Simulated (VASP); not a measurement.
# MnS: exchange constants from collinear orders

MnS, Fm-3m (no. 225), 16 atoms in the cell. R2SCAN, collinear orders mapped on a Heisenberg model; PAW potentials Mn_pv, S (PBE set).

Supercell matrix: 2, 0, 0, 0, 2, 0, 0, 0, 2.

## Input

INCAR.step1:
```
SYSTEM = MnS
  PREC = Accurate
  ENCUT = 450
  EDIFF = 1E-6
  NELM = 200
  ALGO = Normal
  ISMEAR = 0
  SIGMA = 0.05
  LREAL = .FALSE.
  LASPH = .TRUE.
  LMAXMIX = 4
  LORBIT = 11
  LWAVE = .FALSE.
  LCHARG = .FALSE.
  METAGGA = R2SCAN
  LMIXTAU = .TRUE.
  ISPIN = 2
  AMIX = 0.2
  BMIX = 1E-4
  AMIX_MAG = 0.8
  BMIX_MAG = 1E-4
  MAGMOM = 5 5 5 5 5 5 5 5 0 0 0 0 0 0 0 0
```

INCAR.step2, as INCAR.step1 but for:
```
- MAGMOM = 5 5 5 5 5 5 5 5 0 0 0 0 0 0 0 0
+ MAGMOM = 5 5 5 5 -5 -5 -5 -5 0 0 0 0 0 0 0 0
```

INCAR.step3 to INCAR.step5 change the same tag again: MAGMOM = 5 5 -5 -5 -5 -5 5 5 0 0 0 0 0 0 0 0, 5 5 5 -5 -5 5 -5 -5 0 0 0 0 0 0 0 0, 5 5 5 5 5 -5 -5 -5 0 0 0 0 0 0 0 0.

KPOINTS:
```
k-points
0
Gamma
  3 3 3
```

POSCAR:
```
MnS
1.0
    0.0000000000      5.2090000000      5.2090000000
    5.2090000000      0.0000000000      5.2090000000
    5.2090000000      5.2090000000      0.0000000000
Mn S
8 8
Direct
    0.0000000000      0.0000000000      0.0000000000
    0.0000000000      0.0000000000      0.5000000000
    0.0000000000      0.5000000000      0.0000000000
    0.0000000000      0.5000000000      0.5000000000
    0.5000000000      0.0000000000      0.0000000000
    0.5000000000      0.0000000000      0.5000000000
    0.5000000000      0.5000000000      0.0000000000
    0.5000000000      0.5000000000      0.5000000000
    0.2500000000      0.2500000000      0.2500000000
    0.2500000000      0.2500000000      0.7500000000
    0.2500000000      0.7500000000      0.2500000000
    0.2500000000      0.7500000000      0.7500000000
    0.7500000000      0.2500000000      0.2500000000
    0.7500000000      0.2500000000      0.7500000000
    0.7500000000      0.7500000000      0.2500000000
    0.7500000000      0.7500000000      0.7500000000
```

Commands (each step's output is kept before the next begins):
```
cat potpaw_PBE.64/Mn_pv/POTCAR potpaw_PBE.64/S/POTCAR > POTCAR
cp INCAR.step1 INCAR
mpirun -np 8 vasp_std > vasp.out
rm WAVECAR CHG
cp INCAR.step2 INCAR
mpirun -np 8 vasp_std > vasp.out
rm WAVECAR CHG
cp INCAR.step3 INCAR
mpirun -np 8 vasp_std > vasp.out
rm WAVECAR CHG
cp INCAR.step4 INCAR
mpirun -np 8 vasp_std > vasp.out
rm WAVECAR CHG
cp INCAR.step5 INCAR
mpirun -np 8 vasp_std > vasp.out
```

## Result

- Lowest order (signs of the moments, atom by atom): ++++----

Magnetic orders; + and - are the signs of the moments in the order of the atoms:

| Order of the moments | Energy (meV per magnetic atom) | Moment (muB) | Gap (eV) | Order kept, with moments over 0.3 muB |
|---|---|---|---|---|
| parallel | 0.0 | 4.49 | 0.00 | yes |
| ++++---- | -112.0 | 4.37 | 1.93 | yes |
| ++----++ | -27.7 | 4.47 | 0.36 | yes |
| +++--+-- | -71.6 | 4.41 | 0.88 | yes |
| +++++--- | -90.2 | 4.39 | 0.78 | yes |

Limits: Some orders end metallic and others with a gap, so they differ by more than the directions of the moments, and no exchange constants are given.

VASP 6.6.1 took 845 s on 8 cores (Intel Xeon 6975P-C (Granite Rapids)), a shared host.
